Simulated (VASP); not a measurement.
# NiSi₂: DFT+U ground state, by Hubbard U and LDAUTYPE

NiSi₂, Fm-3m (no. 225), 6 atoms in the cell.

| Hubbard U (eV) | LDAUTYPE | Hund's J (eV) | Form of DFT+U | Gap (eV) | Largest site moment (muB) | Time (s) |
|---|---|---|---|---|---|---|
| Ni shell d, U 5.9 | 1 | 0.9 | Liechtenstein, U + J and J | 0.00 | 0.00 | 40 |
| Ni shell d, U 5 | 1 | – | Liechtenstein, J = 0 | 0.00 | 0.00 | 35 |
| Ni shell d, U 5.9 | 2 | 0.9 | Dudarev, U + J and J | 0.00 | 0.00 | 34 |
| Ni shell d, U 5 | 2 | – | Dudarev, U alone | 0.00 | 0.00 | 33 |
| Ni shell d, U 5.9 | 4 | 0.9 | type 4, U + J and J | 0.00 | 0.00 | 24 |
| – | – | – | none | 0.00 | 0.00 | 39 |

Limits: The cell is the same for all forms and was relaxed for none; total energies under different U or different forms can't be compared; magnetic orders weren't compared, so this needn't be the magnetic ground state.

## Input of the first row

INCAR:
```
SYSTEM = Si2Ni
PREC = Accurate ; ENCUT = 520
EDIFF = 1E-6 ; NELM = 200
ALGO = Normal ; ISMEAR = 0
SIGMA = 0.05 ; LREAL = .FALSE.
LASPH = .TRUE. ; LMAXMIX = 4
LORBIT = 11 ; LWAVE = .FALSE.
LCHARG = .FALSE. ; GGA = CA
VOSKOWN = 1 ; ISPIN = 2
MAGMOM = 2 -2 0 0 0 0 ; ISIF = 2
AMIX = 0.2 ; BMIX = 1E-4
AMIX_MAG = 0.8 ; BMIX_MAG = 1E-4
LDAU = .TRUE. ; LDAUTYPE = 1
LDAUL = 2 -1 ; LDAUU = 5.9 0
LDAUJ = 0.9 0 ; LDAUPRINT = 1
```

KPOINTS:
```
k-points
0
Gamma
  6 6 4
```

POSCAR:
```
Si2Ni
1.0
    0.0000000000      2.7030000000      2.7030000000
    0.0000000000     -2.7030000000      2.7030000000
    5.4060000000      0.0000000000      0.0000000000
Ni Si
2 4
Direct
    0.0000000000      0.0000000000      0.0000000000
    0.5000000000      0.5000000000      0.5000000000
    0.5000000000      0.0000000000      0.7500000000
    0.0000000000      0.5000000000      0.2500000000
    0.5000000000      0.0000000000      0.2500000000
    0.0000000000      0.5000000000      0.7500000000
```

Commands:
```
cat potpaw_LDA.64/Ni/POTCAR potpaw_LDA.64/Si/POTCAR > POTCAR
mpirun -np 4 vasp_std > vasp.out
```

Changes of the last row against the first:
```
- LDAU = True
- LDAUTYPE = 1
- LDAUL = 2 -1
- LDAUU = 5.9 0
- LDAUJ = 0.9 0
- LDAUPRINT = 1
```

VASP 6.6.1 took 40 s on 4 cores (Intel Xeon Platinum 8488C (Sapphire Rapids)), a shared host.
